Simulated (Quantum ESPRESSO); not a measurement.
**SnSe: band structure with r2SCAN**

**Measured values to compare with.**

From “Linear dichroism of the optical properties of SnS and SnSe van der Waals crystals”, 2024, arxiv:2409.17412, for a bulk crystal of SnSe at 20 K: band gap 0.99 eV (indirect).

Crystal: SnSe.

```
CELL_PARAMETERS angstrom
11.42000 0.00000 0.00000
0.00000 4.19000 0.00000
0.00000 0.00000 4.46000
ATOMIC_POSITIONS crystal
Sn 0.87700 0.75000 0.90900
Sn 0.62300 0.25000 0.40900
Sn 0.37700 0.75000 0.59100
Sn 0.12300 0.25000 0.09100
Se 0.64300 0.75000 0.98400
Se 0.85700 0.25000 0.48400
Se 0.14300 0.75000 0.51600
Se 0.35700 0.25000 0.01600
```

```json
{
  "Program": "Quantum ESPRESSO 7.5",
  "Task": "band structure",
  "Functional": "r2SCAN",
  "Potentials or basis": "SG15 PBE 1.2",
  "Cutoff": "952 eV",
  "Density cutoff": "3810 eV",
  "k mesh": "3 × 5 × 5",
  "Occupations": "fermi-dirac, width 0.05 eV",
  "Spin": "no spin polarisation",
  "Symmetry": "off",
  "Mixing beta": "0.5",
  "Most SCF iterations": "120",
  "SCF threshold": "1e-08 Ry"
}
```

```json
{
 "Pressure": "0.9 GPa",
 "Largest force": "0.224 eV/Å",
 "Band gap on the k mesh": "1.05 eV, indirect (least direct gap 1.27 eV)",
 "Band gap along the path": "0.90 eV, indirect (least direct gap 1.06 eV)"
}
```

Forces in eV/Å, atoms in the order of the input:
```
Sn   0.032  0.034 -0.141
Sn  -0.057  0.002 -0.217
Sn   0.057 -0.002  0.217
Sn  -0.032 -0.034  0.141
Se  -0.086  0.003  0.194
Se   0.086 -0.003  0.193
Se  -0.086  0.003 -0.193
Se   0.086 -0.003 -0.194
```

Stress tensor (GPa, compression positive):
```
 2.59  0.01 -0.01
 0.01 -0.02  0.00
-0.01  0.00  0.00
```

Levels at the corners of the path, in eV from the valence-band top:
| point | band 36 | band 37 | band 38 | band 39 | band 40 | band 41 | band 42 | band 43 | band 44 | band 45 |
| --- | --- | --- | --- | --- | --- | --- | --- | --- | --- | --- |
| Γ | -1.76 | -1.48 | -1.17 | -0.69 | -0.48 | 1.05 | 3.35 | 3.57 | 3.62 | 3.68 |
| X | -1.60 | -0.95 | -0.95 | -0.72 | -0.72 | 1.28 | 1.28 | 1.65 | 1.65 | 1.96 |
| S | -3.14 | -2.21 | -2.21 | -1.46 | -1.46 | 3.22 | 3.22 | 3.50 | 3.50 | 5.40 |
| Y | -1.39 | -0.64 | -0.64 | -0.24 | -0.24 | 1.54 | 1.54 | 1.85 | 1.85 | 1.93 |
| Γ | -1.76 | -1.48 | -1.17 | -0.69 | -0.48 | 1.05 | 3.35 | 3.57 | 3.62 | 3.68 |
| Z | -2.04 | -1.77 | -1.77 | -0.55 | -0.55 | 3.03 | 3.03 | 3.27 | 3.27 | 4.02 |
| U | -2.05 | -0.95 | -0.95 | -0.95 | -0.95 | 1.71 | 1.71 | 1.71 | 1.71 | 2.33 |
| R | -3.73 | -1.50 | -1.50 | -1.50 | -1.50 | 3.04 | 3.04 | 3.04 | 3.04 | 5.14 |
| T | -1.69 | -0.43 | -0.43 | -0.26 | -0.26 | 1.54 | 1.54 | 1.92 | 1.92 | 1.97 |
| Z | -2.04 | -1.77 | -1.77 | -0.55 | -0.55 | 3.03 | 3.03 | 3.27 | 3.27 | 4.02 |
| Y | -1.39 | -0.64 | -0.64 | -0.24 | -0.24 | 1.54 | 1.54 | 1.85 | 1.85 | 1.93 |
| T | -1.69 | -0.43 | -0.43 | -0.26 | -0.26 | 1.54 | 1.54 | 1.92 | 1.92 | 1.97 |
| U | -2.05 | -0.95 | -0.95 | -0.95 | -0.95 | 1.71 | 1.71 | 1.71 | 1.71 | 2.33 |
| X | -1.60 | -0.95 | -0.95 | -0.72 | -0.72 | 1.28 | 1.28 | 1.65 | 1.65 | 1.96 |
| S | -3.14 | -2.21 | -2.21 | -1.46 | -1.46 | 3.22 | 3.22 | 3.50 | 3.50 | 5.40 |
| R | -3.73 | -1.50 | -1.50 | -1.50 | -1.50 | 3.04 | 3.04 | 3.04 | 3.04 | 5.14 |

It took 30 min on 2 MPI ranks on Arm Neoverse V2, on a shared host, peak memory 0.98 GiB a rank.

A measured gap of SnSe is 0.99 eV (indirect; 20 K; “Linear dichroism of the optical properties of SnS and SnSe van der Waals crystals”, 2024, arxiv:2409.17412); the calculated 0.90 eV misses it by -0.09 eV. 2 values of this kind are on record (0.89 to 0.99 eV); this one was drawn at random. Spin-orbit coupling on Se, Sn is left out. The value is that of r2SCAN, without temperature or zero-point motion.

Caveat: the potentials were made for another functional, which shifts forces and pressure; spin-orbit coupling is left out, which moves the levels of the heavy elements; the mesh misses the band edges, which the band path finds closer together.
